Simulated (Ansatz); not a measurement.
A film clamped to a substrate in ScAl₃

All numbers below come from Ansatz 0.2.0, DFT PBE, scalar-relativistic, plane waves, PAW. The runs took a 420 eV cutoff, a Γ-centred 12×12×12 mesh and Gaussian smearing (0.15 eV). No spin polarisation. Energies are free energies at this smearing, counted from the undisturbed cell; pressure is positive in compression.

The undisturbed cell (relaxed at this level; it needn't be the usual structure):

```xyz
4
Lattice="4.1053 0.0000 0.0000 0.0000 4.1053 0.0000 0.0000 0.0000 4.1053" Properties=species:S:1:pos:R:3 pbc="T T T"
Sc    0.0000    0.0000    0.0000
Al    2.0527    0.0000    2.0527
Al    0.0000    2.0527    2.0527
Al    2.0527    2.0527    0.0000
```

The cell (4 atoms, V0 = 69.19 Å³) is strained by p along both x and y and by q along z, fractional coordinates fixed. τp = (1/V0) ∂E/∂p = (σxx + σyy)(1 + p)(1 + q) and τq = (1/V0) ∂E/∂q = σzz(1 + p)², with tension positive.

```csv
p,q,ΔE (meV/atom),τp (GPa),τq (GPa)
0.000,0.000,0.00,-0.08,-0.04
-0.040,0.000,43.06,-20.98,-3.45
0.040,0.000,33.48,14.68,2.95
0.000,-0.040,16.87,-3.81,-8.02
0.000,0.040,14.22,2.66,6.37
```

Question: Get the second derivatives of the energy density.

Answer: Central differences give A = ∂τp/∂p = 446 GPa (C11 + C22 + 2 C12), C = ∂τq/∂q = 180 GPa (C33) and the cross term B = ∂τq/∂p = 80 GPa (C13 + C23); ∂τp/∂q = 81 GPa must equal B, and any difference shows higher-order terms. Steps this large leave an error of some per cent of A or C in all of these, which can swamp a small B. The ions are clamped. In a cubic crystal C11 = C = 180, C12 = B/2 = 40 GPa and A should be 2(C11 + C12) = 440 GPa; the bulk modulus is (C11 + 2 C12)/3 = 87 GPa.

Question: A film of this crystal grows with z along the normal on a substrate that imposes p. How does its thickness respond, and what does the misfit cost?

Answer: Count p and q from the stress-free cell. A free surface needs τq = 0, so q = −(B/C) p = -0.44 p. The energy density left is (A − B²/C) p²/2 = M p², with the biaxial modulus M = 205 GPa; a misfit of 1 % costs 2.21 meV/atom, against 2.41 meV/atom if the thickness were held.

At p = 0.080 the energies along q are 117.3 (q = -0.080), 106.8 (q = -0.040), 119.9 (q = 0.000), 154.8 (q = 0.040), 207.9 (q = 0.080) meV/atom.

Question: Does the linear rule hold at this misfit?

Answer: A parabola through the lowest point and its neighbours has its minimum at q = -0.042, 106.8 meV/atom. With the stress left in the starting cell, τp0 and τq0, linear elasticity gives q = −(τq0 + Bp)/C = -0.035 and E = V0(τp0 p + τq0 q + Ap²/2 + Bpq + Cq²/2)/N = 141.1 meV/atom. The energies differ by more than a tenth, so the quadratic law fails here: the gap holds the anharmonic part, with some error from the wide steps. Cubic terms also shift the vertex of so wide a parabola.

In a metal these slopes depend on the k mesh and the smearing.

ScAl₃ resists in-plane stretching strongly but couples it only weakly to its thickness. C12 is 40 GPa against a C11 of 180 GPa, so letting the film thin freely lowers the cost of a 1 % misfit only from 2.41 to 2.21 meV/atom. Such weak lateral coupling probably reflects directional Sc d–Al p bonding, which resists changes of bond length and angle more than the nearly free-electron bonding of aluminium does. Clamping the ions costs nothing here: every atom sits on an inversion centre that these strains preserve, so no internal relaxation is driven within this cell.

Compression costs more than equal extension along both strain paths, because short-range repulsion steepens while stretched bonds soften. The quadratic law therefore overestimates the energy of the strongly stretched film, and would probably underestimate that of an equally compressed one. Without a shear constant, the biaxial modulus applies to this cube-face orientation and can't be carried over to films grown along other directions.
